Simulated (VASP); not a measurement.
# Pt in VASP: further runs, part 2 of 2

VASP 6.6.1.

**3. Band structure, PBE, spin-orbit coupling, no magnetisation**

Contents of POSCAR:

```
Pt
1.0
    2.5230800000      0.0000000000      0.0000000000
    0.0000000000      2.5230800000      0.0000000000
    0.0000000000      0.0000000000     23.8000000000
Pt
1
Direct
    0.0000000000      0.0000000000      0.2941200000
```

Contents of INCAR.step1:

```
ALGO = Normal
DIPOL = 0.5 0.5 0.294
EDIFF = 1E-6
ENCUT = 520
GGA = PE
GGA_COMPAT = F
IDIPOL = 3
ISIF = 2
ISMEAR = -1
LASPH = T
LCHARG = T
LDIPOL = T
LMAXMIX = 4
LORBIT = 11
LREAL = F
LSORBIT = T
LWAVE = F
MAGMOM = 0 0 0
NBANDS = 21
NELM = 60
PREC = Accurate
SIGMA = 0.05
```

Contents of KPOINTS.step1:

```
k-points
0
Gamma
  7 7 1
```

Contents of INCAR.step2:

```
ALGO = Normal
DIPOL = 0.5 0.5 0.294
EDIFF = 1E-6
ENCUT = 520
GGA = PE
GGA_COMPAT = F
ICHARG = 11
IDIPOL = 3
ISIF = 2
ISMEAR = 0
LASPH = T
LCHARG = F
LDIPOL = T
LMAXMIX = 4
LORBIT = 11
LREAL = F
LSORBIT = T
LWAVE = F
MAGMOM = 0 0 0
NBANDS = 21
NELM = 60
PREC = Accurate
SIGMA = 0.05
```

Contents of KPOINTS.step2:

```
path GXMGZRAZ,XR,MA
10
line-mode
reciprocal
 0.0000000000  0.0000000000  0.0000000000  G
 0.0000000000  0.5000000000  0.0000000000  X

 0.0000000000  0.5000000000  0.0000000000  X
 0.5000000000  0.5000000000  0.0000000000  M

 0.5000000000  0.5000000000  0.0000000000  M
 0.0000000000  0.0000000000  0.0000000000  G

 0.0000000000  0.0000000000  0.0000000000  G
 0.0000000000  0.0000000000  0.5000000000  Z

 0.0000000000  0.0000000000  0.5000000000  Z
 0.0000000000  0.5000000000  0.5000000000  R

 0.0000000000  0.5000000000  0.5000000000  R
 0.5000000000  0.5000000000  0.5000000000  A

 0.5000000000  0.5000000000  0.5000000000  A
 0.0000000000  0.0000000000  0.5000000000  Z

 0.0000000000  0.5000000000  0.0000000000  X
 0.0000000000  0.5000000000  0.5000000000  R

 0.5000000000  0.5000000000  0.0000000000  M
 0.5000000000  0.5000000000  0.5000000000  A
```

Potentials or basis: VASP PAW PBE potentials, release 64 (Pt).

On the command line:

```sh
> cat potpaw_PBE.64/Pt/POTCAR > POTCAR
> cp INCAR.step1 INCAR
> cp KPOINTS.step1 KPOINTS
> mpirun -np 1 vasp_ncl > vasp.out
> cp INCAR.step2 INCAR
> cp KPOINTS.step2 KPOINTS
> mpirun -np 1 vasp_ncl > vasp.out
```

OUTCAR:

```text
EDIFF = 1E-6
   ENCUT = 520
   GGA = PE
   ICHARG = 11
   ISIF = 2
   ISMEAR = 0
   LASPH = T
   LORBIT = 11
   LREAL = F
   LSORBIT = T
   NELM = 60
   PREC = Accurate

 ion  position               nearest neighbor table
   1  0.000  0.000  0.294-

  LATTYP: Found a simple tetragonal cell.
 ALAT       =     2.5230800000
 C/A-ratio  =     9.4329153257

  Lattice vectors:

 A1 = (   2.5230800000,   0.0000000000,   0.0000000000)
 A2 = (   0.0000000000,   2.5230800000,   0.0000000000)
 A3 = (   0.0000000000,   0.0000000000,  23.8000000000)

Analysis of symmetry for initial positions (statically):
=====================================================================
 Subroutine PRICEL returns:
 Original cell was already a primitive cell.

 Routine SETGRP: Setting up the symmetry group for a
 simple tetragonal supercell.

 Subroutine GETGRP returns: Found 16 space group operations
 (whereof  8 operations were pure point group operations)
 out of a pool of 16 trial point group operations.

The static configuration has the point symmetry C_4v.
 The point group associated with its full space group is D_4h.

Analysis of symmetry for dynamics (positions and initial velocities):
=====================================================================
 Subroutine PRICEL returns:
 Original cell was already a primitive cell.

 Routine SETGRP: Setting up the symmetry group for a
 simple tetragonal supercell.

 Subroutine GETGRP returns: Found 16 space group operations
 (whereof  8 operations were pure point group operations)
 out of a pool of 16 trial point group operations.

The dynamic configuration has the point symmetry C_4v.
 The point group associated with its full space group is D_4h.

Analysis of structural, dynamic, and magnetic symmetry:
=====================================================================
 Subroutine PRICEL returns:
 Original cell was already a primitive cell.

 Routine SETGRP: Setting up the symmetry group for a
 simple tetragonal supercell.

 Subroutine GETGRP returns: Found 16 space group operations
 (whereof  8 operations were pure point group operations)
 out of a pool of 16 trial point group operations.

The overall configuration has the point symmetry C_4v.
 The point group associated with its full space group is D_4h.

 Subroutine INISYM returns: Found 16 space group operations
 (whereof  8 operations are pure point group operations),
 and found     1 'primitive' translations

----------------------------------------------------------------------------------------

                                     Primitive cell

  volume of cell :     151.5092

  direct lattice vectors                    reciprocal lattice vectors
     2.523080000  0.000000000  0.000000000     0.396340980  0.000000000  0.000000000
     0.000000000  2.523080000  0.000000000     0.000000000  0.396340980  0.000000000
     0.000000000  0.000000000 23.800000000     0.000000000  0.000000000  0.042016807
[... 82 lines left out ...]
   ISYM   =      2    0-nonsym 1-usesym 2-fastsym
   POTIM  = 0.5000    time-step for ionic-motion
   TEBEG  =    0.0;   TEEND  =   0.0 temperature during run
   PSTRESS=    0.0 pullay stress
   NELECT =      10.0000    total number of electrons
   NUPDOWN=      -1.0000    fix difference up-down
   EMIN   =  10.00;   EMAX   =-10.00  energy-range for DOS
   EFERMI =   0.00;   METHOD = LEGACY
   ISMEAR =     0;   SIGMA  =   0.05  broadening in eV -4-tet -1-fermi 0-gaus
   EFERMI_NEDOS =   21; number of points for ismear=-14 and -15
   IALGO  =     38    algorithm
   IMIX   =      4    mixing-type and parameters
     AMIX     =   0.40;   BMIX     =  1.00
     AMIX_MAG =   1.60;   BMIX_MAG =  1.00
  volume/ion in A,a.u.               =     151.51      1022.43
  Fermi-wavevector in a.u.,A,eV,Ry     =   0.661599  1.250242  5.955459  0.437714
  Thomas-Fermi vector in A             =   1.734409
   LORBIT       =     11    0 simple, 1 ext, 2 COOP (PROOUT), +10 PAW based schemes
   GGA     = PE    functional components
   LHFCALC =     F    Hartree Fock is set to
   AEXX    =    0.0000 exact exchange contribution
   IVDW    =     0    specifies the selected vdW correction
   LEPSILON=     F    determine dielectric tensor
   LRPA    =     F    only Hartree local field effects (RPA)
 Gauss-broadening in eV      SIGMA  =   0.05
  energy-cutoff  :      520.00
  volume of cell :      151.51
 maximum number of plane-waves:      8298
 NGX is ok and might be reduce to    20

 number of electron      10.0000003 magnetization      -0.0000000      0.0000000     -0.0000000

 dipolmoment           0.000000      0.000000     -0.000003 electrons x Angstroem

 Free energy of the ion-electron system (eV)
  ---------------------------------------------------
  ext. energy  EPLUGINS =         0.00000000
  ---------------------------------------------------
  free energy    TOTEN  =        -5.18493273 eV

  energy without entropy =       -5.18472619  energy(sigma->0) =       -5.18482946

 E-fermi :  -3.5273     XC(G=0):  -2.0662

 val. band max:       -3.5944091315   @ k =   0.0000   0.1111   0.0000
 cond. band min:      -3.4601193095   @ k =   0.0556   0.0556   0.0000
 fundamental gap:      0.1342898219
 Fermi energy:        -3.5272639693

 k-point     1 :       0.0000    0.0000    0.0000
  band No.  band energies     occupation
      1     -11.5823      1.00000
      2     -11.5823      1.00000
      3     -10.3828      1.00000
      4     -10.3828      1.00000
      5      -6.8740      1.00000
      6      -6.8740      1.00000
[... 565 lines left out ...]
     20       7.1345      0.00000
     21       7.3980      0.00000

 [... further k-points ...]

------------------------ aborting loop because EDIFF is reached ----------------------------------------

 vacuum level on the upper side and lower side of the slab       (xc-potential included)        -0.165        -0.165

  FORCE on cell =-STRESS in cart. coord.  units (eV):
  Direction    XX          YY          ZZ          XY          YZ          ZX
  --------------------------------------------------------------------------------------
  -------------------------------------------------------------------------------------
  Total        6.6771472      6.6771472      0.5218232      0.0000000      0.0000000      0.0000000
  in kB       70.6094019     70.6094019      5.5181688      0.0000000      0.0000000      0.0000000
  external PRESSURE =      48.9123242 kB  Pullay stress =       0.0000000 kB

 VOLUME and BASIS-vectors are now :
 -----------------------------------------------------------------------------
  energy-cutoff  :      520.00
  volume of cell :      151.51
      direct lattice vectors                 reciprocal lattice vectors
     2.523080000  0.000000000  0.000000000     0.396340980  0.000000000  0.000000000
     0.000000000  2.523080000  0.000000000     0.000000000  0.396340980  0.000000000
     0.000000000  0.000000000 23.800000000     0.000000000  0.000000000  0.042016807

 POSITION                                       TOTAL-FORCE (eV/Angst)
 -----------------------------------------------------------------------------------
      0.00000      0.00000      7.00006         0.000000      0.000000      0.000000
 -----------------------------------------------------------------------------------
    total drift:                                0.000000     -0.000000     -0.000031

  FREE ENERGIE OF THE ION-ELECTRON SYSTEM (eV)
  ---------------------------------------------------
  free  energy   TOTEN  =        -5.1849327282 eV

  energy  without entropy=       -5.1847261910  energy(sigma->0) =       -5.18482946

 vacuum level on the upper side and lower side of the slab         1.529         1.529

 Spin-Orbit-Coupling matrix elements

 Ion:    1  E_soc:     -0.6150627
 l=   1
     0.0000000    -0.0098081    -0.0166034
    -0.0098081     0.0000000    -0.0098081
    -0.0166034    -0.0098081     0.0000000
 l=   2
     0.0000000    -0.0463467     0.0000000    -0.0463467    -0.0635350
    -0.0463467     0.0000000    -0.0300217    -0.0233556    -0.0158422
     0.0000000    -0.0300217     0.0000000    -0.0300217     0.0000000
    -0.0463467    -0.0233556    -0.0300217     0.0000000    -0.0158422
    -0.0635350    -0.0158422     0.0000000    -0.0158422     0.0000000
 l=   3
     0.0000000     0.0000000     0.0000000     0.0000000     0.0000000     0.0000000     0.0000000
     0.0000000     0.0000000     0.0000000     0.0000000     0.0000000     0.0000000     0.0000000
     0.0000000     0.0000000     0.0000000     0.0000000     0.0000000     0.0000000     0.0000000
     0.0000000     0.0000000     0.0000000     0.0000000     0.0000000     0.0000000     0.0000000
     0.0000000     0.0000000     0.0000000     0.0000000     0.0000000     0.0000000     0.0000000
     0.0000000     0.0000000     0.0000000     0.0000000     0.0000000     0.0000000     0.0000000
     0.0000000     0.0000000     0.0000000     0.0000000     0.0000000     0.0000000     0.0000000

 total charge

# of ion       s       p       d       tot
------------------------------------------
    1        0.783   0.183   8.291   9.257

 magnetization (x)

# of ion       s       p       d       tot
------------------------------------------
    1       -0.000   0.000   0.000   0.000

 magnetization (y)

# of ion       s       p       d       tot
------------------------------------------
    1        0.000   0.000   0.000   0.000

 magnetization (z)

# of ion       s       p       d       tot
------------------------------------------
    1        0.000   0.000   0.000   0.000
```

It took 6.5 min on 1 thread of AMD EPYC 7R13 (Zen 3), shared host; peak memory 0.72 GiB.

Caveat: the log is that of the step along the path at fixed density, whose energy, stress, charges and moments have no meaning.

**4. Work function, PBE**

Contents of INCAR:

```
PREC     = Accurate       # precision mode
ENCUT    = 520            # plane-wave cutoff, eV
EDIFF    = 1E-6           # SCF threshold, eV
ISMEAR   = 0              # smearing method
SIGMA    = 0.05           # smearing width, eV
LREAL    = False          # projectors in reciprocal space
LASPH    = True           # aspherical terms in the spheres
NELM     = 60             # most SCF steps
ALGO     = Normal         # electronic algorithm
ISIF     = 2              # what is computed and relaxed
LWAVE    = False          # write WAVECAR
LCHARG   = True           # write CHGCAR
LDIPOL   = True         
IDIPOL   = 3            
DIPOL    = 0.5 0.5 0.294
GGA      = PE             # functional
LELF     = True           # ELF
LVHAR    = True         
LVACPOTAV= True
```

Contents of KPOINTS:

```
Automatic mesh
0
Gamma
  10 10 1
```

POSCAR is that of step 3.

Potentials or basis: VASP PAW PBE potentials, release 64 (Pt).

On the command line:

```sh
> cat potpaw_PBE.64/Pt/POTCAR > POTCAR
> mpirun -np 1 vasp_std > vasp.out
```

OUTCAR:

```text
PREC = Accurate
   ENCUT = 520
   EDIFF = 1E-6
   ISMEAR = 0
   LREAL = False
   LASPH = True
   NELM = 60
   ISIF = 2
   GGA = PE

 ion  position               nearest neighbor table
   1  0.000  0.000  0.294-

  LATTYP: Found a simple tetragonal cell.
 ALAT       =     2.5230800000
 C/A-ratio  =     9.4329153257

  Lattice vectors:

 A1 = (   2.5230800000,   0.0000000000,   0.0000000000)
 A2 = (   0.0000000000,   2.5230800000,   0.0000000000)
 A3 = (   0.0000000000,   0.0000000000,  23.8000000000)

[... 434 lines left out ...]

  FORCE on cell =-STRESS in cart. coord.  units (eV):
  Direction    XX          YY          ZZ          XY          YZ          ZX
  --------------------------------------------------------------------------------------
  -------------------------------------------------------------------------------------
  Total       -0.0655390     -0.0655390     -0.0118173      0.0000000      0.0000000      0.0000000
  in kB       -0.6930605     -0.6930605     -0.1249654      0.0000000      0.0000000      0.0000000
  external PRESSURE =      -0.5036955 kB  Pullay stress =       0.0000000 kB

 VOLUME and BASIS-vectors are now :
 -----------------------------------------------------------------------------
  energy-cutoff  :      520.00
  volume of cell :      151.51
      direct lattice vectors                 reciprocal lattice vectors
     2.523080000  0.000000000  0.000000000     0.396340980  0.000000000  0.000000000
     0.000000000  2.523080000  0.000000000     0.000000000  0.396340980  0.000000000
     0.000000000  0.000000000 23.800000000     0.000000000  0.000000000  0.042016807

 POSITION                                       TOTAL-FORCE (eV/Angst)
 -----------------------------------------------------------------------------------
      0.00000      0.00000      7.00006         0.000000     -0.000000     -0.000000
 -----------------------------------------------------------------------------------
    total drift:                               -0.000000      0.000000     -0.000136

  FREE ENERGIE OF THE ION-ELECTRON SYSTEM (eV)
  ---------------------------------------------------
  free  energy   TOTEN  =        -4.7729769391 eV

  energy  without entropy=       -4.7693607932  energy(sigma->0) =       -4.77116887

 vacuum level on the upper side and lower side of the slab         1.700         1.700
```

stdout:

```text
POSCAR found type information on POSCAR Pt
 POSCAR found :  1 types and       1 ions
 scaLAPACK will be used
 LDA part: xc-table for (Slater+PW92), standard interpolation
 POSCAR, INCAR and KPOINTS ok, starting setup
 FFT: planning ... GRIDC
 FFT: planning ... GRID_SOFT
 FFT: planning ... GRID
 WAVECAR not read
 entering main loop
 -----------------------------------------------------------------------------
|                                                                             |
|           W    W    AA    RRRRR   N    N  II  N    N   GGGG   !!!           |
|           W    W   A  A   R    R  NN   N  II  NN   N  G    G  !!!           |
|           W    W  A    A  R    R  N N  N  II  N N  N  G       !!!           |
|           W WW W  AAAAAA  RRRRR   N  N N  II  N  N N  G  GGG   !            |
|           WW  WW  A    A  R   R   N   NN  II  N   NN  G    G                |
|           W    W  A    A  R    R  N    N  II  N    N   GGGG   !!!           |
|                                                                             |
|     Did not find any points to average over, which means that no vacuum     |
|     field-free region was found. Please increase the size of  your cell     |
|     in the dimension of the dipole correction to obtain accurate            |
|     workfunction values.                                                    |
|                                                                             |
 -----------------------------------------------------------------------------
```

Wall time 28 s (1 thread of Intel Xeon Platinum 8259CL at 2.50GHz (Skylake/Cascade Lake), shared host); peak memory 0.24 GiB.

Results:

* Free energy: -4.7730 eV
* Band gap on the k mesh: none (metal or under the smearing width)
* Work function of the upper face: 6.30 eV
* Work function of the lower face: 6.30 eV

The run has no spin-orbit coupling, so splittings on Pt are missing.
